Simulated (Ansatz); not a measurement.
Runs of Ansatz 0.2.0 on CdF2. Symmetry: Fm-3m, No. 225, cubic system. Conventional cell: a = 5.388 Å, b = 5.388 Å, c = 5.388 Å, α = 90.00°, β = 90.00°, γ = 90.00°. Around Cd (site symmetry m-3m) lie 8 F at 2.33 Å. F (site symmetry -43m) is surrounded by 4 Cd at 2.33 Å. 

```csv
task,level,cell,k mesh,cutoff (eV),points for each segment of the path,gap on the mesh (eV),pressure (GPa),relaxed volume (Å³/atom)
relaxation of cell and atoms,r2SCAN,relaxed,9 × 9 × 9,500,-,3.82,0.0,13.03
relaxation of cell and atoms,revPBE,relaxed,9 × 9 × 9,420,-,(b),0.0,(c)
band structure,PBE,as given,7 × 7 × 7,420,14,3.16,5.5,-
relaxation of cell and atoms,BLYP,relaxed,9 × 9 × 9,420,-,(a),0.0,14.11
relaxation of cell and atoms,RPBE,relaxed,9 × 9 × 9,420,-,2.96,0.0,14.43
```

Alike in all rows: potentials or basis Ansatz PAW; no spin polarisation; smearing fermi-dirac 0.05 eV.

Q: Estimate the missing entries.

A: (a) 2.87; (b) 2.97; (c) 14.24.

Caveats: odd divisions of the mesh miss points on the zone boundary, where band edges often lie, so the gap on the mesh can be too wide (some runs); the plane-wave basis is chosen anew once the cell has moved, so the energies of steps on either side of that aren't comparable (some runs); the PAW data sets come from PBE, with cores solved anew for the run's functional, which leaves a small shift of forces and pressure (some runs); the k mesh misses the band edges, so the gap on the mesh is wider than the one along the path (some runs).

A k mesh can miss the band edges, and the runs leave out spin-orbit coupling on Cd.
